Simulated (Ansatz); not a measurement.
A (100) slab of TaC (Fm-3m (No. 225)), 5 planes, outer planes TaC (top) and TaC (bottom), with 10 atoms (Ta5C5) in a surface cell of A = 10.014 Å², as cut from the bulk:

```xyz
10
Lattice="3.1645 0.0000 0.0000 0.0000 3.1645 0.0000 0.0000 0.0000 23.9505" Properties=species:S:1:pos:R:3 pbc="T T T"
Ta    1.5822    1.5822    7.5000
C     0.0000    0.0000    7.5000
Ta    0.0000    0.0000    9.7376
C     1.5822    1.5822    9.7376
Ta    1.5822    1.5822   11.9753
C     0.0000    0.0000   11.9753
Ta    0.0000    0.0000   14.2129
C     1.5822    1.5822   14.2129
Ta    1.5822    1.5822   16.4505
C     0.0000    0.0000   16.4505
```

Theory: DFT PBE, scalar-relativistic, plane waves, PAW (Ansatz). Plane waves to 420 eV, a k mesh through Γ of 11×11×1 on the computed 10-atom cell and Gaussian smearing (0.10 eV); no spin polarisation.

Against the same 10 atoms in the bulk, the slab as cut lies 2.432 eV higher and the relaxed slab 1.948 eV higher.

Question: Work out the surface energy before and after relaxation.

Answer: The slab has two faces, so γ = (E_slab − N·E_bulk)/(2A), the mean of both. As cut: 2.432/(2 × 10.014) = 0.1214 eV/Å², and 1 eV/Å² = 16.02 J/m², so γ = 1.95 J/m². Relaxed: 1.948/(2 × 10.014) = 0.0973 eV/Å² = 1.56 J/m². Relaxation recovers 20 % of the cost of cutting.

Question: What is the ideal work of this cut, per area?

Answer: Griffith's ideal work is 2γ: 3.89 J/m² if the new faces stay rigid, 3.12 J/m² if they relax. One thickness was run, 5 planes, so γ can still shift with it.